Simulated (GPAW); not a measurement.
# SnSe2 (P-3m1) in GPAW: further runs

The runs below take SnSe2 through single point, with PBE.

Program: GPAW 26.7.0. These are calculated values, not measurements. Logs are shortened: lines on timing, memory, paths and dates and some standing lists are left out, and cuts for length are marked. The log counts tension as positive stress, the text compression.

**1. The crystal as given**

Symmetry: P-3m1, No. 164, trigonal system. Conventional cell: a = 3.811 Å, b = 3.811 Å, c = 6.136 Å, α = 90.00°, β = 90.00°, γ = 120.00°. Sn (site symmetry -3m) has 6 Se at 2.68 Å as nearest neighbours. Se (site symmetry 3m) has 3 Sn at 2.68 Å as nearest neighbours.

**2. Single point, PBE**

run.py

```python
from ase.dft.bandgap import bandgap
from ase.io import read, write
from ase.units import GPa
from gpaw import GPAW, PW

atoms = read('SnSe2.xyz')

calc = GPAW(mode=PW(600),
            xc='PBE',
            kpts={'size': (8, 8, 5), 'gamma': True},
            occupations={'name': 'methfessel-paxton', 'order': 0, 'width': 0.011},
            nbands=24,
            convergence={'density': 1e-05, 'energy': 1e-05},
            maxiter=150,
            txt='gpaw.txt')
atoms.calc = calc
energy = atoms.get_potential_energy()
forces = atoms.get_forces()
stress = atoms.get_stress()
calc.write('gs.gpw')
write('result.traj', atoms)
print(f'Energy: {energy:.6f} eV')
print('Forces (eV/A):')
print(forces.round(4))
print('Stress (GPa):', (stress / GPa).round(3))
print('Fermi level:', round(calc.get_fermi_level(), 4), 'eV')
print(f'Gap: {bandgap(calc)[0]:.4f} eV, direct: {bandgap(calc, direct=True)[0]:.4f} eV')
```

SnSe2.xyz

```xyz
3
Lattice="3.8110000000 0.0000000000 0.0000000000 -1.9055000000 3.3004228138 0.0000000000 0.0000000000 0.0000000000 6.1360000000" Properties=species:S:1:pos:R:3 pbc="T T T"
Sn     0.0000000000      0.0000000000      0.0000000000
Se     1.9055000002      1.1001409378      4.6081360000
Se    -0.0000000002      2.2002818760      1.5278640000
```

Potentials or basis: GPAW PAW data sets (gpaw-data 1.2.1), pw.

Launch:

```sh
$ OMP_NUM_THREADS=1 python run.py
```

gpaw.txt:

```text
__  _  _
 | _ |_)|_||  |
 |__||  | ||/\| - 26.7.0

Input parameters:
  mode=PW(ecut=600.0),
  convergence={'density': 1e-05, 'energy': 1e-05},
  kpts=MonkhorstPack(size=(8, 8, 5), gamma=True),
  maxiter=150,
  nbands=24,
  occupations=Occupations(name='methfessel-paxton', order=0, width=0.011),
  xc=XC(name='PBE')

Diagonalizing LCAO Hamiltonian
Converting LCAO to pw mode

             Se

         Se

       Sn

Atoms  # Å, Bohr magnetons
|   | symbol |         x |        y |        z |    initial magnetic moments |
|---|--------|-----------|----------|----------|-----------------------------|
| 0 |     Sn |  0.000000 | 0.000000 | 0.000000 | ( 0.0000,  0.0000,  0.0000) |
| 1 |     Se |  1.905500 | 1.100141 | 4.608136 | ( 0.0000,  0.0000,  0.0000) |
| 2 |     Se | -0.000000 | 2.200282 | 1.527864 | ( 0.0000,  0.0000,  0.0000) |

Unit cell  # Å
| periodic |         x |        y |        z |  lengths |     angles |
|----------|-----------|----------|----------|----------|------------|
|      yes |  3.811000 | 0.000000 | 0.000000 | 3.811000 |  90.000000 |
|      yes | -1.905500 | 3.300423 | 0.000000 | 3.811000 |  90.000000 |
|      yes |  0.000000 | 0.000000 | 6.136000 | 6.136000 | 120.000000 |

Number of symmetries: 12
Symmetry operations  # r_c * U_cc + t_c -> r_c
|    | kind |            matrix            |
|----|------|------------------------------|
|  0 |  σ   |  1, 1, 0,  0,-1, 0,  0, 0, 1 |
|  1 |  S6  |  1, 1, 0, -1, 0, 0,  0, 0,-1 |
|  2 |  E   |  1, 0, 0,  0, 1, 0,  0, 0, 1 |
|  3 |  C2  |  1, 0, 0, -1,-1, 0,  0, 0,-1 |
|  4 |  C2  |  0, 1, 0,  1, 0, 0,  0, 0,-1 |
|  5 |  C3  |  0, 1, 0, -1,-1, 0,  0, 0, 1 |
|  6 |  S6  |  0,-1, 0,  1, 1, 0,  0, 0,-1 |
|  7 |  σ   |  0,-1, 0, -1, 0, 0,  0, 0, 1 |
|  8 |  σ   | -1, 0, 0,  1, 1, 0,  0, 0, 1 |
|  9 |  i   | -1, 0, 0,  0,-1, 0,  0, 0,-1 |
| 10 |  C3  | -1,-1, 0,  1, 0, 0,  0, 0, 1 |
| 11 |  C2  | -1,-1, 0,  0, 1, 0,  0, 0,-1 |

BZ-sampling:
  Number of BZ points: 320
  Number of IBZ points: 40

  Monkhorst-Pack size: [8, 8, 5]
  Monkhorst-Pack shift: [0.0625, 0.0625, 0.0]

K-points  # in reciprocal-cell coordinates
|     |                                coordinates |     weight |
|-----|--------------------------------------------|------------|
|   0 | (  0.00000000,   0.00000000,   0.00000000) | 0.00312500 |
|   1 | (  0.00000000,   0.00000000,   0.20000000) | 0.00625000 |
|   2 | (  0.00000000,   0.00000000,   0.40000000) | 0.00625000 |
|   3 | (  0.12500000,   0.00000000,  -0.40000000) | 0.01875000 |
|   4 | (  0.12500000,   0.00000000,  -0.20000000) | 0.01875000 |
|   5 | (  0.12500000,   0.00000000,   0.00000000) | 0.01875000 |
|   6 | (  0.12500000,   0.00000000,   0.20000000) | 0.01875000 |
|   7 | (  0.12500000,   0.00000000,   0.40000000) | 0.01875000 |
|   8 | (  0.25000000,  -0.12500000,   0.00000000) | 0.01875000 |
|   9 | (  0.25000000,  -0.12500000,   0.20000000) | 0.03750000 |
| ... |                                            |            |
|  39 | (  0.50000000,   0.50000000,   0.40000000) | 0.01875000 |

Plane wave coefficients: 2605
Cutoff: 600.0 eV

Spin-components: 1 (collinear spins)
Bands:           24
Projectors:      16
Spin-degeneracy: 2
Datatype:        complex128

Parallelization:
  kpt:    1
  domain: 1
  band:   1

Density:
  Valence electrons: 26.0
  Components: 1
  Grid points: [24 24 35]
  Charge: 0.0  # |e|

Potential:
  Grid points: [24 24 35]

species:
  Sn:
    name:    Tin
    Z:       50.0
    valence: 14
    core:    36
    charge:  0.0  # [|e|]
    compensation charges:
      type: gauss
      rc: 0.38  # [Å]
      lmax: 2
    cutoffs:
      filter: 2.23  # [Å]
      core: 2.35  # [Å]
    projectors
    | kind |    occ | energy [eV] | rcut [Å] |
    |------|--------|-------------|----------|
    |   5s |  2.000 |     -10.538 |    1.201 |
    |   5p |  2.000 |      -3.696 |    1.270 |
    |   4d | 10.000 |     -25.845 |    1.185 |
    |    s |        |      16.674 |    1.201 |
    |    p |        |      23.515 |    1.270 |
    |    d |        |       1.367 |    1.185 |

    Using partial waves for Sn as LCAO basis

  Se:
    name:    Selenium
    Z:       34.0
    valence: 6
    core:    28
    charge:  0.0  # [|e|]
    compensation charges:
      type: gauss
      rc: 0.27  # [Å]
      lmax: 2
    cutoffs:
      filter: 1.77  # [Å]
      core: 2.67  # [Å]
    projectors
    | kind |    occ | energy [eV] | rcut [Å] |
    |------|--------|-------------|----------|
    |   4s |  2.000 |     -17.277 |    0.847 |
    |   4p |  4.000 |      -6.512 |    1.005 |
    |    s |        |       9.935 |    0.847 |
    |    p |        |      20.699 |    1.005 |
    |    d |        |       0.000 |    0.847 |

    Using partial waves for Se as LCAO basis

Reference energy: -300217.757568  # eV

eigensolver:
  PPCG
  Converge bands: occupied
  niter=2

density mixing:
  MSR1-Mixer
  Pratt-step length: 0.05
  Maximum mixing coefficient: 0.75
  Old densities: 10
  SVD Regularization: 0.005
  Good broyden scale: 1.0
  Trust region scale: 1.0
  Backstep threshold: 4.0
  History deletion threshold: 6.0
  Fourier metric: weight=20.0, sigma=0.015

occupation numbers:
  Methfessel-Paxton:
    width: 0.0110  # eV
    order: 0

poisson solver:
  ecut: 4800.0  # eV

xc functional:
  name: PBE with 2 nearest neighbor stencil

convergence criteria:
[... 6 lines left out ...]
|iter     | |      energy | eigst |  dens |
|---------|-|-------------|-------|-------|
|iter:   1| |  -12.198360 | +0.03 |       |
|iter:   2| |  -12.147319 | -2.20 | -1.22 |
|iter:   3| |  -11.973296 | -2.00 | -1.26 |
|iter:   4| |  -11.968343 | -2.77 | -1.77 |
|iter:   5| |  -11.968334 | -4.15 | -2.34 |
|iter:   6| |  -11.968332c| -4.52 | -2.62 |
|iter:   7| |  -11.968351c| -5.84 | -3.40 |
|iter:   8| |  -11.968353c| -6.79 | -3.96 |
|iter:   9| |  -11.968353c| -7.46c| -4.79 |
|iter:  10| |  -11.968353c| -7.98c| -5.52c|

Converged in 10 steps
Energy contributions relative to reference atoms: (reference = -300217.757568)

Energy contributions:
  Kinetic:          30.526308
  Coulomb:         -27.408967
  Zero:             -0.102383
  External:          0.000000
  Xc:              -14.983311
  Entropy:           0.000000
  Spinorbit:         0.000000
  ----------------------------
  Free energy:     -11.968353
  Extrapolated:    -11.968353

dipole moment: (-6.350094, -10.998685, -20.448268)  # |e|*Ang

Fermi level: 5.614
Eigenvalues  # (at kpt = [0.000, 0.000, 0.000])
| band index |      eig [eV] | occ [0-2] |
|------------|---------------|-----------|
|          0 |       -16.127 |     2.000 |
|        ... |               |           |
|          5 |        -8.853 |     2.000 |
|          6 |        -7.077 |     2.000 |
|          7 |        -0.907 |     2.000 |
|          8 |         4.432 |     2.000 |
|          9 |         4.432 |     2.000 |
|         10 |         4.743 |     2.000 |
[... 8 lines left out ...]
|         19 |        14.089 |     0.000 |
|         20 |        14.780 |     0.000 |
|        ... |               |           |
|         23 |        15.930 |     0.000 |

Gap: 0.818 eV
Transition (v -> c):
  (s=0, k=5, n=12, [0.12, 0.00, 0.00]) -> (s=0, k=39, n=13, [0.50, 0.50, 0.40])
Direct/indirect transitions are different
Direct gap: 1.106 eV
Transition at: (s=0, k=0, n=12, [0.00, 0.00, 0.00])

Forces  # eV/Ang
|        x |        y |        z |
|----------|----------|----------|
| -0.00000 |  0.00000 |  0.00000 |  # Sn   0
|  0.00000 | -0.00000 | -0.76044 |  # Se   1
| -0.00000 |  0.00000 |  0.76044 |  # Se   2

Stress tensor  # eV/Ang^3
|         x |         y |         z |
|-----------|-----------|-----------|
| -0.030037 |  0.000000 |  0.000000 |
|  0.000000 | -0.030037 | -0.000000 |
|  0.000000 | -0.000000 | -0.039607 |

# Writing to gs.gpw (mode='')
```

Run time: 46 s. Hardware: 1 thread of Intel Xeon Platinum 8259CL at 2.50GHz (Skylake/Cascade Lake), shared host; peak memory 0.22 GiB.

Results:

- Free energy: -11.9684 eV
- Pressure: 5.3 GPa
- Largest force: 0.760 eV/Å
- Band gap on the k mesh: 0.82 eV, indirect (least direct gap 1.11 eV)

Forces on the atoms (eV/Å):
```
Sn   0.000  0.000  0.000
Se   0.000  0.000 -0.760
Se   0.000  0.000  0.760
```

Caveat: spin-orbit coupling is left out, which moves the levels of the heavy elements; an odd mesh through Γ misses points on the zone boundary, where band edges often lie; this functional lacks dispersion, which binds the layers, so the pressure and a relaxed spacing across them are unreliable.

**3. Single point, PBE**

run.py, as its differences from that of step 2:

```diff
@@ -2,6 +2,7 @@
 from ase.io import read, write
-from ase.units import GPa
+from ase.units import Bohr, GPa
 from gpaw import GPAW, PW
+from gpaw.elf import elf_from_dft_calculation
 
-atoms = read('SnSe2.xyz')
+atoms = read('POSCAR')
 
@@ -10,3 +11,3 @@
             kpts={'size': (8, 8, 5), 'gamma': True},
-            occupations={'name': 'methfessel-paxton', 'order': 0, 'width': 0.011},
+            occupations={'name': 'methfessel-paxton', 'order': 0, 'width': 0.015},
             nbands=24,
@@ -27 +28,6 @@
 print(f'Gap: {bandgap(calc)[0]:.4f} eV, direct: {bandgap(calc, direct=True)[0]:.4f} eV')
+
+# fields on the real-space grid
+write('density.cube', atoms, data=calc.get_pseudo_density() * Bohr**3)
+write('potential.cube', atoms, data=calc.get_electrostatic_potential())
+write('elf.cube', atoms, data=elf_from_dft_calculation(calc).data)
```

POSCAR

```
SnSe2
1.0
    3.8110000000      0.0000000000      0.0000000000
   -1.9055000000      3.3004228138      0.0000000000
    0.0000000000      0.0000000000      6.1360000000
Sn Se
1 2
Direct
    0.0000000000      0.0000000000      0.0000000000
    0.6666666667      0.3333333333      0.7510000000
    0.3333333333      0.6666666667      0.2490000000
```

Potentials or basis: GPAW PAW data sets (gpaw-data 1.2.1), pw.

Launch:

```sh
$ OMP_NUM_THREADS=1 python run.py
```

gpaw.txt:

```text
__  _  _
 | _ |_)|_||  |
 |__||  | ||/\| - 26.7.0

Input parameters:
  mode=PW(ecut=600.0),
  convergence={'density': 1e-05, 'energy': 1e-05},
  kpts=MonkhorstPack(size=(8, 8, 5), gamma=True),
  maxiter=150,
  nbands=24,
  occupations=Occupations(name='methfessel-paxton', order=0, width=0.015),
  xc=XC(name='PBE')

Diagonalizing LCAO Hamiltonian
Converting LCAO to pw mode

             Se

         Se

       Sn

Atoms  # Å, Bohr magnetons
|   | symbol |         x |        y |        z |    initial magnetic moments |
|---|--------|-----------|----------|----------|-----------------------------|
| 0 |     Sn |  0.000000 | 0.000000 | 0.000000 | ( 0.0000,  0.0000,  0.0000) |
| 1 |     Se |  1.905500 | 1.100141 | 4.608136 | ( 0.0000,  0.0000,  0.0000) |
| 2 |     Se | -0.000000 | 2.200282 | 1.527864 | ( 0.0000,  0.0000,  0.0000) |

Unit cell  # Å
| periodic |         x |        y |        z |  lengths |     angles |
|----------|-----------|----------|----------|----------|------------|
|      yes |  3.811000 | 0.000000 | 0.000000 | 3.811000 |  90.000000 |
|      yes | -1.905500 | 3.300423 | 0.000000 | 3.811000 |  90.000000 |
|      yes |  0.000000 | 0.000000 | 6.136000 | 6.136000 | 120.000000 |

Number of symmetries: 12
Symmetry operations  # r_c * U_cc + t_c -> r_c
|    | kind |            matrix            |
|----|------|------------------------------|
|  0 |  σ   |  1, 1, 0,  0,-1, 0,  0, 0, 1 |
|  1 |  S6  |  1, 1, 0, -1, 0, 0,  0, 0,-1 |
|  2 |  E   |  1, 0, 0,  0, 1, 0,  0, 0, 1 |
|  3 |  C2  |  1, 0, 0, -1,-1, 0,  0, 0,-1 |
|  4 |  C2  |  0, 1, 0,  1, 0, 0,  0, 0,-1 |
|  5 |  C3  |  0, 1, 0, -1,-1, 0,  0, 0, 1 |
|  6 |  S6  |  0,-1, 0,  1, 1, 0,  0, 0,-1 |
|  7 |  σ   |  0,-1, 0, -1, 0, 0,  0, 0, 1 |
|  8 |  σ   | -1, 0, 0,  1, 1, 0,  0, 0, 1 |
|  9 |  i   | -1, 0, 0,  0,-1, 0,  0, 0,-1 |
| 10 |  C3  | -1,-1, 0,  1, 0, 0,  0, 0, 1 |
| 11 |  C2  | -1,-1, 0,  0, 1, 0,  0, 0,-1 |

BZ-sampling:
  Number of BZ points: 320
  Number of IBZ points: 40

  Monkhorst-Pack size: [8, 8, 5]
  Monkhorst-Pack shift: [0.0625, 0.0625, 0.0]

K-points  # in reciprocal-cell coordinates
|     |                                coordinates |     weight |
|-----|--------------------------------------------|------------|
|   0 | (  0.00000000,   0.00000000,   0.00000000) | 0.00312500 |
|   1 | (  0.00000000,   0.00000000,   0.20000000) | 0.00625000 |
|   2 | (  0.00000000,   0.00000000,   0.40000000) | 0.00625000 |
|   3 | (  0.12500000,   0.00000000,  -0.40000000) | 0.01875000 |
|   4 | (  0.12500000,   0.00000000,  -0.20000000) | 0.01875000 |
|   5 | (  0.12500000,   0.00000000,   0.00000000) | 0.01875000 |
|   6 | (  0.12500000,   0.00000000,   0.20000000) | 0.01875000 |
|   7 | (  0.12500000,   0.00000000,   0.40000000) | 0.01875000 |
|   8 | (  0.25000000,  -0.12500000,   0.00000000) | 0.01875000 |
|   9 | (  0.25000000,  -0.12500000,   0.20000000) | 0.03750000 |
| ... |                                            |            |
|  39 | (  0.50000000,   0.50000000,   0.40000000) | 0.01875000 |

Plane wave coefficients: 2605
Cutoff: 600.0 eV

Spin-components: 1 (collinear spins)
Bands:           24
Projectors:      16
Spin-degeneracy: 2
Datatype:        complex128

Parallelization:
  kpt:    1
  domain: 1
  band:   1

Density:
  Valence electrons: 26.0
  Components: 1
  Grid points: [24 24 35]
  Charge: 0.0  # |e|

Potential:
  Grid points: [24 24 35]

species:
  Sn:
    name:    Tin
    Z:       50.0
    valence: 14
    core:    36
    charge:  0.0  # [|e|]
    compensation charges:
      type: gauss
      rc: 0.38  # [Å]
      lmax: 2
    cutoffs:
      filter: 2.23  # [Å]
      core: 2.35  # [Å]
    projectors
    | kind |    occ | energy [eV] | rcut [Å] |
    |------|--------|-------------|----------|
    |   5s |  2.000 |     -10.538 |    1.201 |
    |   5p |  2.000 |      -3.696 |    1.270 |
    |   4d | 10.000 |     -25.845 |    1.185 |
    |    s |        |      16.674 |    1.201 |
    |    p |        |      23.515 |    1.270 |
    |    d |        |       1.367 |    1.185 |

    Using partial waves for Sn as LCAO basis

  Se:
    name:    Selenium
    Z:       34.0
    valence: 6
    core:    28
    charge:  0.0  # [|e|]
    compensation charges:
      type: gauss
      rc: 0.27  # [Å]
      lmax: 2
    cutoffs:
      filter: 1.77  # [Å]
      core: 2.67  # [Å]
    projectors
    | kind |    occ | energy [eV] | rcut [Å] |
    |------|--------|-------------|----------|
    |   4s |  2.000 |     -17.277 |    0.847 |
    |   4p |  4.000 |      -6.512 |    1.005 |
    |    s |        |       9.935 |    0.847 |
    |    p |        |      20.699 |    1.005 |
    |    d |        |       0.000 |    0.847 |

    Using partial waves for Se as LCAO basis

Reference energy: -300217.757568  # eV

eigensolver:
  PPCG
  Converge bands: occupied
  niter=2

density mixing:
  MSR1-Mixer
  Pratt-step length: 0.05
  Maximum mixing coefficient: 0.75
  Old densities: 10
  SVD Regularization: 0.005
  Good broyden scale: 1.0
  Trust region scale: 1.0
  Backstep threshold: 4.0
  History deletion threshold: 6.0
  Fourier metric: weight=20.0, sigma=0.015

occupation numbers:
  Methfessel-Paxton:
    width: 0.0150  # eV
    order: 0

poisson solver:
  ecut: 4800.0  # eV

xc functional:
  name: PBE with 2 nearest neighbor stencil

convergence criteria:
[... 6 lines left out ...]
|iter     | |      energy | eigst |  dens |
|---------|-|-------------|-------|-------|
|iter:   1| |  -12.198360 | +0.03 |       |
|iter:   2| |  -12.147319 | -2.20 | -1.22 |
|iter:   3| |  -11.973296 | -2.00 | -1.26 |
|iter:   4| |  -11.968343 | -2.77 | -1.77 |
|iter:   5| |  -11.968334 | -4.15 | -2.34 |
|iter:   6| |  -11.968332c| -4.52 | -2.62 |
|iter:   7| |  -11.968351c| -5.84 | -3.40 |
|iter:   8| |  -11.968353c| -6.79 | -3.96 |
|iter:   9| |  -11.968353c| -7.46c| -4.79 |
|iter:  10| |  -11.968353c| -7.98c| -5.52c|

Converged in 10 steps
Energy contributions relative to reference atoms: (reference = -300217.757568)

Energy contributions:
  Kinetic:          30.526308
  Coulomb:         -27.408967
  Zero:             -0.102383
  External:          0.000000
  Xc:              -14.983311
  Entropy:          -0.000000
  Spinorbit:         0.000000
  ----------------------------
  Free energy:     -11.968353
  Extrapolated:    -11.968353

dipole moment: (-6.350094, -10.998685, -20.448268)  # |e|*Ang

Fermi level: 5.614
Eigenvalues  # (at kpt = [0.000, 0.000, 0.000])
| band index |      eig [eV] | occ [0-2] |
|------------|---------------|-----------|
|          0 |       -16.127 |     2.000 |
|        ... |               |           |
|          5 |        -8.853 |     2.000 |
|          6 |        -7.077 |     2.000 |
|          7 |        -0.907 |     2.000 |
|          8 |         4.432 |     2.000 |
|          9 |         4.432 |     2.000 |
|         10 |         4.743 |     2.000 |
[... 8 lines left out ...]
|         19 |        14.089 |     0.000 |
|         20 |        14.780 |     0.000 |
|        ... |               |           |
|         23 |        15.930 |     0.000 |

Gap: 0.818 eV
Transition (v -> c):
  (s=0, k=5, n=12, [0.12, 0.00, 0.00]) -> (s=0, k=39, n=13, [0.50, 0.50, 0.40])
Direct/indirect transitions are different
Direct gap: 1.106 eV
Transition at: (s=0, k=0, n=12, [0.00, 0.00, 0.00])

Forces  # eV/Ang
|        x |        y |        z |
|----------|----------|----------|
| -0.00000 |  0.00000 |  0.00000 |  # Sn   0
|  0.00000 | -0.00000 | -0.76044 |  # Se   1
| -0.00000 |  0.00000 |  0.76044 |  # Se   2

Stress tensor  # eV/Ang^3
|         x |         y |         z |
|-----------|-----------|-----------|
| -0.030037 |  0.000000 |  0.000000 |
|  0.000000 | -0.030037 | -0.000000 |
|  0.000000 | -0.000000 | -0.039607 |

# Writing to gs.gpw (mode='')
```

Wall time 44 s (1 thread of Intel Xeon Platinum 8259CL at 2.50GHz (Skylake/Cascade Lake), shared host); peak memory 0.22 GiB.

Results:

| Quantity | Value |
| --- | --- |
| Free energy | -11.9684 eV |
| Pressure | 5.3 GPa |
| Largest force | 0.760 eV/Å |
| Band gap on the k mesh | 0.82 eV, indirect (least direct gap 1.11 eV) |

Forces in eV/Å, atoms in the order of the input:
```
Sn   0.000  0.000  0.000
Se   0.000  0.000 -0.760
Se   0.000  0.000  0.760
```

Caveat: spin-orbit coupling is left out, which moves the levels of the heavy elements; an odd mesh through Γ misses points on the zone boundary, where band edges often lie; this functional lacks dispersion, which binds the layers, so the pressure and a relaxed spacing across them are unreliable.
